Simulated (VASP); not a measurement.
# CdF2 (Fm-3m) in VASP: a series of runs

Aim: see how the results for CdF2 move with the level of theory and the settings. Levels: PBEsol, PBE. Tasks: equation of state.

Program: VASP 6.6.1. These are calculated values, not measurements. Logs are shortened: lines on timing, memory, paths and dates and some standing lists are left out, and cuts for length are marked.

## 1. The structure

It takes space group Fm-3m (No. 225, cubic). Conventional cell: a = 5.388 Å, b = 5.388 Å, c = 5.388 Å, α = 90.00°, β = 90.00°, γ = 90.00°. Around Cd (site symmetry m-3m) lie 8 F at 2.33 Å. F (site symmetry -43m) has 4 Cd at 2.33 Å as nearest neighbours.

## 2. Equation of state, PBEsol, 12.25 Å³/atom (volume scaled by 0.94)

The input, INCAR:

```
SYSTEM = CdF2
  ALGO = Normal
  EDIFF = 1E-7
  ENCUT = 520
  GGA = PS
  ISIF = 2
  ISMEAR = -1
  LASPH = .True.
  LCHARG = .False.
  LREAL = .False.
  LWAVE = .False.
  NBANDS = 20
  NELM = 100
  PREC = Accurate
  SIGMA = 0.05
```

The input, KPOINTS:

```
k-points
0
Gamma
  9 9 9
  0 0 0
```

The input, POSCAR:

```
CdF2
1.0
    0.0000000000      2.6390049769      2.6390049769
    2.6390049769      0.0000000000      2.6390049769
    2.6390049769      2.6390049769      0.0000000000
Cd F
1 2
Direct
    0.0000000000      0.0000000000      0.0000000000
    0.7500000000      0.7500000000      0.7500000000
    0.2500000000      0.2500000000      0.2500000000
```

Potentials or basis: VASP PAW PBE potentials, release 64 (Cd, F).

Run with:

```sh
cat potpaw_PBE.64/Cd/POTCAR potpaw_PBE.64/F/POTCAR > POTCAR
mpirun -np 1 vasp_std > vasp.out
```

OUTCAR:

```text
SYSTEM = CdF2
   EDIFF = 1E-7
   ENCUT = 520
   GGA = PS
   ISIF = 2
   ISMEAR = -1
   LASPH = .True.
   LREAL = .False.
   NELM = 100
   PREC = Accurate

 Found     35 irreducible k-points:

 Following reciprocal coordinates:
            Coordinates               Weight
  0.000000  0.000000  0.000000      1.000000
  0.111111  0.000000  0.000000      8.000000
  0.222222  0.000000  0.000000      8.000000
  0.333333  0.000000  0.000000      8.000000
  0.444444  0.000000  0.000000      8.000000
  0.111111  0.111111  0.000000      6.000000
   k-points           NKPTS =     35   k-points in BZ     NKDIM =     35   number of bands    NBANDS=     20
   number of dos      NEDOS =    301   number of ions     NIONS =      3
   total plane-waves  NPLWV =  21952
   dimension x,y,z NGX =    28 NGY =   28 NGZ =   28
   dimension x,y,z NGXF=    56 NGYF=   56 NGZF=   56
   ions per type =               1   2
   NGX,Y,Z   is equivalent  to a cutoff of  12.47, 12.47, 12.47 a.u.
   NGXF,Y,Z  is equivalent  to a cutoff of  24.95, 24.95, 24.95 a.u.
 SYSTEM =  CdF2
   PREC   = accura    normal or accurate (medium, high low for compatibility)
   ISTART =      0    job   : 0-new  1-cont  2-samecut
   ICHARG =      2    charge: 1-file 2-atom 10-const
   ISPIN  =      1    spin polarized calculation?
   LNONCOLLINEAR =      F non collinear calculations
   LSORBIT =      F    spin-orbit coupling
   LASPH  =      T    aspherical Exc in radial PAW
   ENCUT  =  520.0 eV  38.22 Ry    6.18 a.u.   6.94  6.94  6.94*2*pi/ulx,y,z
   NELM   =    100;   NELMIN=  2; NELMDL= -5     # of ELM steps
   EDIFF  = 0.1E-06   stopping-criterion for ELM
   LREAL  =      F    real-space projection
   EDIFFG = 0.1E-05   stopping-criterion for IOM
   NSW    =      0    number of steps for IOM
   IBRION =     -1    ionic relax: 0-MD 1-quasi-New 2-CG
   NFREE  =      0    steps in history (QN), initial steepest desc. (CG)
   ISIF   =      2    stress and relaxation
   ISYM   =      2    0-nonsym 1-usesym 2-fastsym
   POTIM  = 0.5000    time-step for ionic-motion
   TEBEG  =    0.0;   TEEND  =   0.0 temperature during run
   PSTRESS=    0.0 pullay stress
   NELECT =      26.0000    total number of electrons
   NUPDOWN=      -1.0000    fix difference up-down
   EMIN   =  10.00;   EMAX   =-10.00  energy-range for DOS
   EFERMI =   0.00;   METHOD = LEGACY
   ISMEAR =    -1;   SIGMA  =   0.05  broadening in eV -4-tet -1-fermi 0-gaus
   EFERMI_NEDOS =   21; number of points for ismear=-14 and -15
   IALGO  =     38    algorithm
   IMIX   =      4    mixing-type and parameters
     AMIX     =   0.40;   BMIX     =  1.00
     AMIX_MAG =   1.60;   BMIX_MAG =  1.00
  volume/ion in A,a.u.               =      12.25        82.68
  Fermi-wavevector in a.u.,A,eV,Ry     =   1.458643  2.756436 28.948300  2.127640
  Thomas-Fermi vector in A             =   2.575304
   LORBIT       =      0    0 simple, 1 ext, 2 COOP (PROOUT), +10 PAW based schemes
   GGA     = PS    functional components
   LHFCALC =     F    Hartree Fock is set to
   AEXX    =    0.0000 exact exchange contribution
   IVDW    =     0    specifies the selected vdW correction
   LEPSILON=     F    determine dielectric tensor
   LRPA    =     F    only Hartree local field effects (RPA)
 non-spin polarized calculation
  energy-cutoff  :      520.00
  volume of cell :       36.76
 maximum number of plane-waves:      1002
   NGX = 13   NGY = 13   NGZ = 13

 number of electron      26.0000022 magnetization

 Free energy of the ion-electron system (eV)
  ---------------------------------------------------
  ext. energy  EPLUGINS =         0.00000000
  ---------------------------------------------------
  free energy    TOTEN  =       -11.52443588 eV

  energy without entropy =      -11.52443588  energy(sigma->0) =      -11.52443588

 E-fermi :   0.2461     XC(G=0): -11.0581

 val. band max:       -0.9783252754   @ k =  -0.3333   0.4444   0.2222
 cond. band min:       2.1645866950   @ k =   0.0000   0.0000   0.0000
 fundamental gap:      3.1429119703
 Fermi energy:         0.2461055692

 k-point     1 :       0.0000    0.0000    0.0000
  band No.  band energies     occupation
      1     -22.0428      2.00000
      2     -20.7152      2.00000
      3      -6.8181      2.00000
      4      -6.8181      2.00000
      5      -6.8181      2.00000
      6      -5.2714      2.00000
[... 12 lines left out ...]
     19      19.1604      0.00000
     20      19.1604      0.00000

 k-point     2 :       0.1111    0.0000    0.0000
  band No.  band energies     occupation
      1     -21.9951      2.00000
      2     -20.7590      2.00000
      3      -6.7622      2.00000
      4      -6.7622      2.00000
      5      -6.6626      2.00000
      6      -5.2932      2.00000
[... 12 lines left out ...]
     19      18.8495      0.00000
     20      18.8495      0.00000

 k-point     3 :       0.2222    0.0000    0.0000
  band No.  band energies     occupation
      1     -21.8643      2.00000
      2     -20.8780      2.00000
      3      -6.6231      2.00000
      4      -6.6230      2.00000
      5      -6.2307      2.00000
      6      -5.3239      2.00000
[... 12 lines left out ...]
     19      18.2664      0.00000
     20      18.9944      0.00000

 k-point     4 :       0.3333    0.0000    0.0000
  band No.  band energies     occupation
      1     -21.6773      2.00000
      2     -21.0467      2.00000
      3      -6.4807      2.00000
      4      -6.4807      2.00000
      5      -5.6253      2.00000
      6      -5.2916      2.00000
[... 12 lines left out ...]
     19      17.7753      0.00000
     20      18.7466      0.00000

 k-point     5 :       0.4444    0.0000    0.0000
  band No.  band energies     occupation
      1     -21.4722      2.00000
      2     -21.2383      2.00000
      3      -6.4080      2.00000
      4      -6.4080      2.00000
      5      -5.2044      2.00000
      6      -5.2044      2.00000
[... 12 lines left out ...]
     19      17.4973      0.00000
     20      18.2020      0.00000

 k-point     6 :       0.1111    0.1111    0.0000
  band No.  band energies     occupation
      1     -21.9801      2.00000
      2     -20.7721      2.00000
      3      -6.7401      2.00000
      4      -6.7401      2.00000
      5      -6.6139      2.00000
      6      -5.3617      2.00000
[... 12 lines left out ...]
     19      18.8188      0.00000
     20      19.2676      0.00000

 [... further k-points ...]

------------------------ aborting loop because EDIFF is reached ----------------------------------------

  FORCE on cell =-STRESS in cart. coord.  units (eV):
  Direction    XX          YY          ZZ          XY          YZ          ZX
  --------------------------------------------------------------------------------------
  -------------------------------------------------------------------------------------
  Total        1.9725305      1.9725305      1.9725305     -0.0000000      0.0000000     -0.0000000
  in kB       85.9772749     85.9772749     85.9772749     -0.0000000      0.0000000     -0.0000000
  external PRESSURE =      85.9772749 kB  Pullay stress =       0.0000000 kB

 VOLUME and BASIS-vectors are now :
 -----------------------------------------------------------------------------
  energy-cutoff  :      520.00
  volume of cell :       36.76
      direct lattice vectors                 reciprocal lattice vectors
     0.000000000  2.639004977  2.639004977    -0.189465349  0.189465349  0.189465349
     2.639004977  0.000000000  2.639004977     0.189465349 -0.189465349  0.189465349
     2.639004977  2.639004977  0.000000000     0.189465349  0.189465349 -0.189465349

 POSITION                                       TOTAL-FORCE (eV/Angst)
 -----------------------------------------------------------------------------------
      0.00000      0.00000      0.00000        -0.000000      0.000000      0.000000
      3.95851      3.95851      3.95851        -0.000000      0.000000     -0.000000
      1.31950      1.31950      1.31950         0.000000     -0.000000      0.000000
 -----------------------------------------------------------------------------------
    total drift:                                0.000000      0.000000      0.000000

  FREE ENERGIE OF THE ION-ELECTRON SYSTEM (eV)
  ---------------------------------------------------
  free  energy   TOTEN  =       -11.5244358835 eV

  energy  without entropy=      -11.5244358835  energy(sigma->0) =      -11.52443588
```

Wall time 11 s (1 thread of Intel Xeon 6975P-C (Granite Rapids), shared host); peak memory 0.16 GiB.

Results:

- Free energy: -11.5244 eV
- Pressure: 8.6 GPa
- Band gap on the k mesh: 3.14 eV, indirect (least direct gap 3.52 eV)

Caveat: the PAW data sets were made with another functional, which shifts forces and pressure a little; an odd mesh through Γ misses points on the zone boundary, where band edges often lie.

## 3. Equation of state, PBEsol, 12.51 Å³/atom (volume scaled by 0.96)

INCAR is that of step 2.

KPOINTS is that of step 2.

The input, POSCAR:

```
CdF2
1.0
    0.0000000000      2.6575901313      2.6575901313
    2.6575901313      0.0000000000      2.6575901313
    2.6575901313      2.6575901313      0.0000000000
Cd F
1 2
Direct
    0.0000000000      0.0000000000      0.0000000000
    0.7500000000      0.7500000000      0.7500000000
    0.2500000000      0.2500000000      0.2500000000
```

Potentials or basis: VASP PAW PBE potentials, release 64 (Cd, F).

Run with:

```sh
cat potpaw_PBE.64/Cd/POTCAR potpaw_PBE.64/F/POTCAR > POTCAR
mpirun -np 1 vasp_std > vasp.out
```

Wall time 11 s (1 thread of Intel Xeon 6975P-C (Granite Rapids), shared host); peak memory 0.16 GiB.

It converged, with:

```yaml
Free_energy: -11.5607 eV
Pressure: 5.6 GPa
Band_gap_on_the_k_mesh: 3.07 eV, indirect (least direct gap 3.48 eV)
```

Caveat: the PAW data sets were made with another functional, which shifts forces and pressure a little; an odd mesh through Γ misses points on the zone boundary, where band edges often lie.

## 4. Equation of state, PBEsol, 12.77 Å³/atom (volume scaled by 0.98)

INCAR is that of step 3.

KPOINTS is that of step 3.

The input, POSCAR:

```
CdF2
1.0
    0.0000000000      2.6759189183      2.6759189183
    2.6759189183      0.0000000000      2.6759189183
    2.6759189183      2.6759189183      0.0000000000
Cd F
1 2
Direct
    0.0000000000      0.0000000000      0.0000000000
    0.7500000000      0.7500000000      0.7500000000
    0.2500000000      0.2500000000      0.2500000000
```

Run with:

```sh
cat potpaw_PBE.64/Cd/POTCAR potpaw_PBE.64/F/POTCAR > POTCAR
mpirun -np 1 vasp_std > vasp.out
```

Run time: 11 s. Hardware: 1 thread of Intel Xeon 6975P-C (Granite Rapids), shared host; peak memory 0.17 GiB.

It converged, with:

| Item | Value |
| --- | --- |
| Free energy | -11.5831 eV |
| Pressure | 2.9 GPa |
| Band gap on the k mesh | 3.00 eV, indirect (least direct gap 3.44 eV) |

Caveat: the PAW data sets were made with another functional, which shifts forces and pressure a little; an odd mesh through Γ misses points on the zone boundary, where band edges often lie.

(Part 1 of 2 ends here.)
